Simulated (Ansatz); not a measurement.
# PbS (Cmcm) in Ansatz: band structure with B3LYP

Aim: the band structure of PbS with B3LYP.

All numbers are computed with Ansatz 0.2.0; they aren't measurements. Logs are shortened: lines on timing, memory, paths and dates and some standing lists are left out, and cuts for length are marked.

## 1. The structure

Symmetry: Cmcm, No. 63, orthorhombic system. Conventional cell: a = 4.160 Å, b = 11.983 Å, c = 4.279 Å, α = 90.00°, β = 90.00°, γ = 90.00°. Pb (site symmetry m2m) has 5 S at 2.69 to 2.99 Å as nearest neighbours. S (site symmetry m2m) has 5 Pb at 2.69 to 2.99 Å as nearest neighbours.

Measurements of this composition are mostly on another form, of space group No. 225.

## 2. Band structure, B3LYP

Contents of input.yaml:

```yaml
crystal:
  lattice:
    - [2.079952695, -5.991296865, 0.0]
    - [2.079952695, 5.991296865, 0.0]
    - [0.0, 0.0, 4.27932094]
  atoms:
    - { symbol: Pb, position: [0.13056335, 0.86943665, 0.25] }
    - { symbol: Pb, position: [0.86943665, 0.13056335, 0.75] }
    - { symbol: S, position: [0.35479709, 0.64520291, 0.25] }
    - { symbol: S, position: [0.64520291, 0.35479709, 0.75] }
hamiltonian:
  xc: b3lyp
  pseudopotentials: { kind: paw }
kpoints:
  mp_grid: { grid: [4, 4, 4] }
  band_path:
    path:
      - [[0.0, 0.0, 0.0], [0.2801304242, 0.2801304242, 0.0], [0.0, 0.5, 0.0], [0.0, 0.5, 0.5], [0.2801304242, 0.2801304242, 0.5], [0.0, 0.0, 0.5], [0.0, 0.0, 0.0], [-0.5, 0.5, 0.0], [-0.2801304242, 0.7198695758, 0.0], [-0.2801304242, 0.7198695758, 0.5], [-0.5, 0.5, 0.5], [-0.5, 0.5, 0.0]]
      - [[0.0, 0.0, 0.5], [-0.5, 0.5, 0.5]]
    npoints: 4
scf:
  occupations: { method: fermi_dirac, width: 0.05 }
  n_extra_bands: 10
output:
  forces: true
  stress: true
  eigenvalues: true
  fatbands: false
```

Potentials or basis: Ansatz PAW.

Command:

```bash
$ ansatz run input.yaml --threads 2 --pin off --max-ram 5632MiB --backend cpu --events-out ev --progress --plain --runs-dir out
```

Standard output:

```text
Warning: output.stress: scf.convergence.dr2_threshold = 1e-7 eV (the SCF's general default) is looser than the 4e-10 eV advised for a printed stress (1e-10 eV for each atom of the cell: 4). What an SCF threshold leaves in a stress goes as its square root, and in the free energy as the threshold itself, and one threshold admits the most on a small cell: of the crystals measured, under no hybrid functional and no lock of the moments, on runs that ended without the residual-converged pass, on stresses that held no estimate of that error, the worst erred by over 100 MPa in a component at 1e-7 eV an atom and by under 5 at 1e-10. Set scf.convergence.dr2_threshold to 4e-10 eV or tighter. The threshold is an SCF's pass mark: one that does not reach it within its budget of iterations ends unconverged, or closes short of it on a stop that the run arms, and scf.convergence.dr2_threshold's page says what that costs each kind of run
Warning: output.stress: scf.exx.energy_threshold = 1e-6 eV is looser than the 4e-8 eV advised for a stress under a hybrid functional (1e-8 eV for each atom of the cell: 4). Every SCF of the exchange loop can meet its threshold on dr2 while the loop round them stops early: no threshold on dr2 bounds what that leaves in the stress. Set scf.exx.energy_threshold to 4e-8 eV or tighter. The threshold is the loop's pass mark: a loop that does not reach it within its budget of cycles ends unconverged, and scf.exx.energy_threshold's page has the law
Warning: RAYON_NUM_THREADS=2 ignored (pool sized by the plan → 2); use --threads N
scf.n_extra_bands = 10 over 20 filled bands (N_el = 40.0): the run solves 30 bands
Engine: ansatz 0.2.0, x86_64-unknown-linux-gnu
Pseudopotentials: kind: paw
Pseudopotential: Pb, paw, valence charge 14, recommended cutoff 420 eV (normal), Pb.paw.azcp
Pseudopotential: S, paw, valence charge 6, recommended cutoff 420 eV (normal), S.paw.azcp
Functional definition: B3LYP
  parameter a0 = 0.2
  parameter ax = 0.72
  parameter ac = 0.81
  exchange = (1 - a0 - ax)*slater_x + ax*b88_x + a0*exact_x
  correlation = (1 - ac)*vwn_rpa_c + ac*lyp_c
Crystal: 4 atoms, lattice volume = 106.654 Å³
Basis set: ecut = 420 eV, 2077 PW (Γ), exchange–correlation on 90×90×60 points (8 copies of the dense FFT grid, shifted against one another)
Bands: 30, of which v1, the nominal top of the filled ones, is band 20 counted from 1 (19 counted from 0)
Symmetry: 8 space group operations
Space group: Cmcm (ITA 63), of the structure as read, at distance tolerance 4.7e-5 Å
k-points: 21 of 64
Non-local potential: Pb, projectors of the file, l = 0: 2, l = 1: 2, l = 2: 2, l = 3: 2
Non-local potential: S, projectors of the file, l = 0: 2, l = 1: 2, l = 2: 2
PAW form: soft (Blöchl's): semilocal exchange-correlation on the pseudo side does not see the compensation charge
PAW frozen core: Pb, regenerated for the run's functional, and the local potential with it (the file was generated under x = pbe(κ = 0.804, μ = 0.2195149727645171), c = pbe(β = 0.06672455060314922))
PAW frozen core: S, regenerated for the run's functional, and the local potential with it (the file was generated under x = pbe(κ = 0.804, μ = 0.2195149727645171), c = pbe(β = 0.06672455060314922))
PAW one-centre angular grid: Pb, 590 points (default); XC on 64 Gauss nodes
PAW one-centre angular grid: S, 110 points (default); XC on 64 Gauss nodes
Initial density: superposition of atomic densities (neutral atoms: chi_scale 0, normalization atom), corrected by the library's trained network
Initial wavefunctions: pseudopotential atomic-orbital guess
Functional: x = 0.1 slater + 0.9 b88, c = 0.19 vwn_rpa + 0.81 lyp, warm-up for x = 0.08 slater + 0.72 b88 + 0.2 exact, c = 0.19 vwn_rpa + 0.81 lyp
SCF iter   1: F=—  HF=-25656.019850 eV  |F-HF|=—  |Δ(HF+E_count)|=         —  Δρ=6.80e-3  dr2=7.05e-2  ethr=1.77e-3  ⟨swp⟩=14.9  Hψ=3307  notcnv=1
preconditioner: auto → none  [insulator: Δε(μ)=1.410 eV  Ē_g=16.504 eV  σ=0.050 eV  W_gap=1.00  n_scr=26 (ndim 8)  ℏωp=22.7 eV  f_vac=0.000  D(μ)=0.00/eV (n_scr^D=0)]
SCF iter   2: F=—  HF=-25656.002466 eV  |F-HF|=—  |Δ(HF+E_count)|=   1.74e-2  Δρ=2.34e-3  dr2=8.50e-3  ethr=1.76e-4  ⟨swp⟩=3.2  Hψ=1358  notcnv=0  defer=1
iter 3 solved again at ethr=2.25e-7 eV; its pass at ethr=2.12e-5 eV (dr2=8.99e-5 eV) is discarded
SCF iter   3: F=-25656.000997 eV  HF=-25656.001019 eV  |F-HF|=2.11e-5  |Δ(HF+E_count)|=   1.45e-3  Δρ=3.27e-4  dr2=9.07e-5  ethr=2.25e-7  ⟨swp⟩=3.4  Hψ=2741  notcnv=0  defer=1
SCF 1 stopped early in 3 iterations: F = -25656.000997 eV  dr2 = 9.07e-5
Initial density: handed on by an earlier stage of this run
Initial wavefunctions: those handed on with the density
Functional: x = 0.08 slater + 0.72 b88 + 0.2 exact, c = 0.19 vwn_rpa + 0.81 lyp
Frozen-core exchange: fock
SCF iter   1: F=—  HF=-25659.079276 eV  |F-HF|=—  |Δ(HF+E_count)|=         —  Δρ=4.87e-3  dr2=2.38e-2  ethr=2.27e-6  ⟨swp⟩=8.5  Hψ=3146  notcnv=0
preconditioner: auto → none  [insulator: Δε(μ)=2.279 eV  Ē_g=18.679 eV  σ=0.050 eV  W_gap=1.00  n_scr=26 (ndim 8)  ℏωp=22.7 eV  f_vac=0.000  D(μ)=0.00/eV (n_scr^D=0)]
SCF iter   2: F=—  HF=-25659.072012 eV  |F-HF|=—  |Δ(HF+E_count)|=   7.26e-3  Δρ=1.88e-3  dr2=4.01e-3  ethr=2.27e-6  ⟨swp⟩=4.0  Hψ=1635  notcnv=0
SCF iter   3: F=—  HF=-25659.080998 eV  |F-HF|=—  |Δ(HF+E_count)|=   8.99e-3  Δρ=7.09e-4  dr2=6.99e-4  ethr=2.27e-6  ⟨swp⟩=3.8  Hψ=1427  notcnv=0  defer=1
SCF iter   4: F=—  HF=-25659.080847 eV  |F-HF|=—  |Δ(HF+E_count)|=   1.51e-4  Δρ=1.34e-4  dr2=6.59e-5  ethr=1.42e-6  ⟨swp⟩=2.9  Hψ=1150  notcnv=0
SCF iter   5: F=—  HF=-25659.081063 eV  |F-HF|=—  |Δ(HF+E_count)|=   2.17e-4  Δρ=1.36e-4  dr2=3.90e-5  ethr=4.41e-8  ⟨swp⟩=4.1  Hψ=1869  notcnv=0
SCF iter   6: F=-25659.081054 eV  HF=-25659.081054 eV  |F-HF|=4.26e-7  |Δ(HF+E_count)|=   9.43e-6  Δρ=1.47e-5  dr2=1.22e-6  ethr=4.41e-8  ⟨swp⟩=3.0  Hψ=1214  notcnv=0
SCF 2 stopped early in 6 iterations: F = -25659.081054 eV  dr2 = 1.22e-6
  Residual-converged pass: ⟨swp⟩=4.0  Hψ=1751  notcnv=0  max |occ|·‖R‖ = 6.7e-6 eV (tolerance 6.7e-6 eV)  dr2=1.26e-6  dr2_onsite=3.11e-8  max |Δocc| = 8.6e-16
hybrid outer 1: dexx = +1.070e-2 eV, tail = 1.18e-5 eV
Frozen-core exchange: fock
SCF iter   1: F=—  HF=-25659.080948 eV  |F-HF|=—  |Δ(HF+E_count)|=         —  Δρ=2.31e-5  dr2=1.06e-6  ethr=1.48e-7  ⟨swp⟩=6.2  Hψ=1791  notcnv=0
preconditioner: auto → none  [insulator: Δε(μ)=2.267 eV  Ē_g=18.674 eV  σ=0.050 eV  W_gap=1.00  n_scr=26 (ndim 8)  ℏωp=22.7 eV  f_vac=0.000  D(μ)=0.00/eV (n_scr^D=0)]
SCF iter   2: F=—  HF=-25659.080948 eV  |F-HF|=—  |Δ(HF+E_count)|=   1.41e-7  Δρ=7.36e-6  dr2=6.62e-8  ethr=1.88e-9  ⟨swp⟩=3.9  Hψ=1467  notcnv=0
SCF iter   3: F=—  HF=-25659.080948 eV  |F-HF|=—  |Δ(HF+E_count)|=   2.09e-7  Δρ=4.02e-6  dr2=1.99e-8  ethr=6.54e-11  ⟨swp⟩=4.6  Hψ=1824  notcnv=0  defer=6
SCF iter   4: F=—  HF=-25659.080948 eV  |F-HF|=—  |Δ(HF+E_count)|=   5.14e-9  Δρ=1.09e-6  dr2=2.92e-9  ethr=4.03e-11  ⟨swp⟩=2.3  Hψ=1123  notcnv=0  defer=4
SCF iter   5: F=-25659.080948 eV  HF=-25659.080948 eV  |F-HF|=2.11e-10  |Δ(HF+E_count)|=   7.24e-9  Δρ=6.96e-7  dr2=4.77e-10  ethr=3.11e-12  ⟨swp⟩=4.4  Hψ=1646  notcnv=0  defer=6
SCF 3 converged in 5 iterations: F = -25659.080948 eV  dr2 = 4.77e-10
  Residual-converged pass: ⟨swp⟩=3.1  Hψ=1192  notcnv=0  max |occ|·‖R‖ = 5.5e-7 eV (tolerance 6.3e-7 eV)  dr2=4.78e-10  dr2_onsite=4.79e-11  max |Δocc| = 5.5e-19
hybrid outer 2: dexx = +2.640e-7 eV, tail = 3.42e-9 eV, Δε = 1.94e-3 eV (about 4.00e-5 eV left of the loop's levels), ΔF = 4.16e-3 eV/Å (tail 3.57e-4)
NSCF: frozen V_eff on 50 k-points
hybrid SCF converged: 2 outer / 11 inner (+3 warm-up), last move |dexx| = 2.64e-7 eV, tail = 3.42e-9 eV
Stability not checked: this state was not tested for a lower state beside it, because the functional holds exact exchange (a hybrid, or Hartree-Fock), whose exchange loop this test does not read (fock_operator; see scf.lower_state_search)
Free energy (F): -25659.080948 eV
Frozen-core exchange: fock
Harris-Foulkes:  -25659.080948 eV  (|F-HF|=2.11e-10)
Internal energy: -25659.080948 eV  (E = F + TS)
E sigma→0 (E₀):  -25659.080948 eV
Fermi energy:    8.133781 eV
--- Per-component energies (eV) ---
  E_band       = -178.508117
  E_kinetic    = 790.032599
  E_local      = -2526.795048  (includes V_loc(G=0)·N_el)
  E_nonlocal   = 755.767158
  E_hartree    = 987.468002
  E_xc         = -519.655589
  E_vxc        = -356.294250  (∫ρ·V_xc dr)
  E_exx        = -81.263005  (= α·E_x^exact, valence–valence)
  E_paw        = -22085.637648  (= ΣΔE_a)
  E_vpaw       = -653.629291  (= ΣTr[D̂ρ^β])
  E_aug_tail   = 0.000099  (compensation charges beyond the density's cutoff)
  E_ewald      = -2979.245620
  E_core_change = 0.248103  (= ΣΔE_core)
  E_smearing   = -0.000000  (= −TS)
  E_closure    = -0.000000  (closes the sum)
  Σ components = -25659.080948   (vs F -25659.080948, Δ=3.64e-12)
--- Forces (eV/Å), atoms counted from 1 ---
  atom   1  Pb     0.00000000     0.02260929     0.00000000
  atom   2  Pb     0.00000000    -0.02260929     0.00000000
  atom   3  S      0.00000000     0.02233783     0.00000000
  atom   4  S      0.00000000    -0.02233783     0.00000000
  max |Σ_I F_I| component: 6.94e-18 eV/Å
--- Stress (GPa, compression-positive) ---
        2.988541       0.000000       0.000000
        0.000000       2.686329       0.000000
        0.000000       0.000000       2.921570
  P = ⅓ Tr σ = 2.8655 GPa (28.655 kbar)
--- Band table (eV; the first three rows and the last of 21) ---
  k-point 0: bands = ["-10.7669", "-10.6565", "-10.6442", "-10.6396", "-10.6163", "-10.6119", "-10.6083", "-10.5816", "-10.5676", "-10.5248", "-7.0702", "-5.1900", "-0.2268", "0.7742", "2.5351", "3.8571", "4.4412", "5.2156", "5.4039", "6.4760", "12.9942", "13.1645", "13.1797", "13.9120", "14.1545", "14.1652", "14.4745", "15.4939", "15.9315", "17.9470"]
  k-point 1: bands = ["-10.7311", "-10.6601", "-10.6419", "-10.6350", "-10.6322", "-10.6180", "-10.6017", "-10.5695", "-10.5623", "-10.5469", "-6.7073", "-5.2451", "-1.0292", "-0.0830", "2.9444", "4.6998", "4.9266", "5.6009", "6.1949", "6.2432", "11.5886", "11.6579", "11.7716", "12.7052", "13.3086", "13.5374", "15.1415", "16.7982", "17.3205", "18.3862"]
  k-point 2: bands = ["-10.6812", "-10.6812", "-10.6509", "-10.6509", "-10.6103", "-10.6103", "-10.5866", "-10.5866", "-10.5612", "-10.5612", "-5.8317", "-5.8317", "-1.2232", "-1.2232", "4.1041", "4.1041", "5.8110", "5.8110", "6.9774", "6.9774", "9.9670", "9.9670", "10.9293", "10.9293", "13.3630", "13.3630", "18.2700", "18.2700", "18.6310", "18.6310"]
  k-point 20: bands = ["-10.6913", "-10.6913", "-10.6408", "-10.6408", "-10.6095", "-10.6095", "-10.5712", "-10.5712", "-10.5711", "-10.5711", "-5.7714", "-5.7714", "-1.6629", "-1.6629", "5.6940", "5.6940", "5.7131", "5.7131", "6.6856", "6.6856", "9.7851", "9.7851", "11.3547", "11.3547", "11.7170", "11.7170", "17.1888", "17.1888", "17.7071", "17.7071"]
```

Run time: 8.6 min. Hardware: 2 threads of Intel Xeon Platinum 8259CL at 2.50GHz (Skylake/Cascade Lake), shared host; peak memory 2 GiB.

What came out:

```yaml
Free_energy: -25659.0809 eV
Pressure: 2.9 GPa
Largest_force: 0.023 eV/Å
Band_gap_on_the_k_mesh: 2.27 eV, indirect (least direct gap 2.71 eV)
Band_gap_along_the_path: 2.05 eV, indirect (least direct gap 2.12 eV)
```

Forces in eV/Å, atoms in the order of the input:
```
Pb   0.000  0.023  0.000
Pb   0.000 -0.023  0.000
S    0.000  0.022  0.000
S    0.000 -0.022  0.000
```

Stress tensor (GPa, compression positive):
```
2.99 0.00 0.00
0.00 2.69 0.00
0.00 0.00 2.92
```

Levels at the corners of the path, in eV from the valence-band top:
| point | band 16 | band 17 | band 18 | band 19 | band 20 | band 21 | band 22 | band 23 | band 24 | band 25 |
| --- | --- | --- | --- | --- | --- | --- | --- | --- | --- | --- |
| Γ | -3.34 | -2.75 | -1.98 | -1.79 | -0.72 | 5.80 | 5.97 | 5.99 | 6.72 | 6.96 |
| X | -1.63 | -1.63 | -1.49 | -0.76 | -0.34 | 2.59 | 2.78 | 3.00 | 3.67 | 4.46 |
| S | -2.31 | -1.62 | -1.42 | -0.48 | -0.45 | 2.73 | 2.79 | 3.13 | 3.98 | 4.14 |
| R | -4.77 | -3.51 | -3.51 | -1.73 | -1.73 | 4.47 | 4.47 | 6.44 | 6.44 | 7.67 |
| A | -4.79 | -3.14 | -3.14 | -1.75 | -1.75 | 4.25 | 4.25 | 6.91 | 6.91 | 7.51 |
| Z | -3.09 | -1.38 | -1.38 | -0.22 | -0.22 | 2.77 | 2.77 | 3.73 | 3.73 | 6.17 |
| Γ | -3.34 | -2.75 | -1.98 | -1.79 | -0.72 | 5.80 | 5.97 | 5.99 | 6.72 | 6.96 |
| Y | -3.00 | -2.22 | -2.20 | -1.62 | -0.66 | 2.05 | 5.54 | 6.11 | 6.11 | 6.66 |
| X1 | -1.63 | -1.63 | -1.49 | -0.76 | -0.34 | 2.59 | 2.78 | 3.00 | 3.67 | 4.46 |
| A1 | -4.79 | -3.14 | -3.14 | -1.75 | -1.75 | 4.25 | 4.25 | 6.91 | 6.91 | 7.51 |
| T | -1.50 | -1.48 | -1.48 | -0.51 | -0.51 | 2.59 | 2.59 | 4.16 | 4.16 | 4.52 |
| Y | -3.00 | -2.22 | -2.20 | -1.62 | -0.66 | 2.05 | 5.54 | 6.11 | 6.11 | 6.66 |
| Z | -3.09 | -1.38 | -1.38 | -0.22 | -0.22 | 2.77 | 2.77 | 3.73 | 3.73 | 6.17 |
| T | -1.50 | -1.48 | -1.48 | -0.51 | -0.51 | 2.59 | 2.59 | 4.16 | 4.16 | 4.52 |

Caveat: the k mesh misses the band edges, so the gap on the mesh is wider than the one along the path; spin-orbit coupling is left out, which as a rule narrows the gap of such compounds by several tenths of an eV; the PAW data sets come from PBE, with cores solved anew for the run's functional, which leaves a small shift of forces and pressure; the thresholds are loose for stress.
